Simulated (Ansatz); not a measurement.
Space group Fm-3m (No. 225). a = 4.830 Å, b = 4.830 Å, c = 4.830 Å, α = 90.00°, β = 90.00°, γ = 90.00°
| atom | site | symmetry | x | y | z |
| --- | --- | --- | --- | --- | --- |
| Ca | 4a | m-3m | 0.0000 | 0.0000 | 0.0000 |
| O | 4b | m-3m | 0.5000 | 0.0000 | 0.0000 |

Equation of state of this CaO structure (not necessarily the ground state), with shape and atoms relaxed at each volume where symmetry leaves them free. All numbers below come from DFT PBE, scalar-relativistic, plane waves, PAW in Ansatz 0.2.0.

Plane waves to 420 eV, a k mesh through Γ of 8×8×8 on the computed 2-atom cell and Gaussian smearing (0.02 eV); no spin polarisation.

```tsv
V (Å³/atom)	E − E(largest V) (meV/atom)	P (GPa)	gap on mesh (eV)
12.396	45.62	17.88	3.59
12.818	6.09	12.27	3.62
13.241	-19.84	7.52	3.64
13.663	-34.19	3.48	3.65
14.086	-38.75	0.05	3.66
14.508	-34.89	-2.88	3.66
14.931	-23.97	-5.38	3.66
15.494	0.00	-8.14	3.65
```

**Question.** Fit a third-order Birch–Murnaghan equation to E(V).

**Answer.** V0 = 14.09 Å³/atom, B0 = 105 GPa, B0' = 4.3.